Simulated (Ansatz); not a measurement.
## Au: relaxation of cell and atoms with BLYP

Au:

```xyz
1
Lattice="0.0000 2.0350 2.0350 2.0350 0.0000 2.0350 2.0350 2.0350 0.0000" Properties=species:S:1:pos:R:3 pbc="T T T"
Au    0.0000    0.0000    0.0000
```

- Program: Ansatz 0.2.0
- Task: relaxation of cell and atoms
- Functional: BLYP
- Potentials or basis: Ansatz PAW
- Cutoff: 420 eV (not typed: the program's choice for these potentials)
- k mesh: 11 × 11 × 11
- Occupations: fermi-dirac, width 0.05 eV
- Spin: no spin polarisation

- Relaxed volume: 19.41 Å³/atom
- Relaxed cell: a = 3.017 Å, b = 3.017 Å, c = 3.017 Å, α = 60.00°, β = 60.00°, γ = 60.00°
- Space group after relaxing (to 0.05 Å): Fm-3m (No. 225)
- Energy gained by relaxing: 152.2 meV/atom
- Ionic steps: 5
- Pressure after relaxing: 0.0 GPa

The path:
```
step  energy change (eV)  largest force (eV/Å)  volume (Å³)
   1              0.0000                0.0000        16.85
   2             -0.1513                0.0000        19.44
   3             -0.1514                0.0000        19.42
   4             -0.1514                0.0000        19.41
   5             -0.1522                0.0000        19.41
```

Final structure:
```yaml
crystal:
  lattice:
    - [0.00000, 2.13302, 2.13302]
    - [2.13302, 0.00000, 2.13302]
    - [2.13302, 2.13302, 0.00000]
  atoms:
    - { symbol: Au, position: [0.00000, 0.00000, 0.00000] }
```

Wall time 2.2 s on 2 threads of Arm Neoverse V1 (shared host), peak memory 0.28 GiB.

Caveat: the volume moved by over 15 % at a fixed basis, so the end points are rough; the plane-wave basis is chosen anew once the cell has moved, so the energies of steps on either side of that aren't comparable; the volume moved by +15 % from the deposited cell, more than functionals usually miss; the PAW data sets come from PBE, with cores solved anew for the run's functional, which leaves a small shift of forces and pressure. BLYP gives volumes clearly too large for solids.
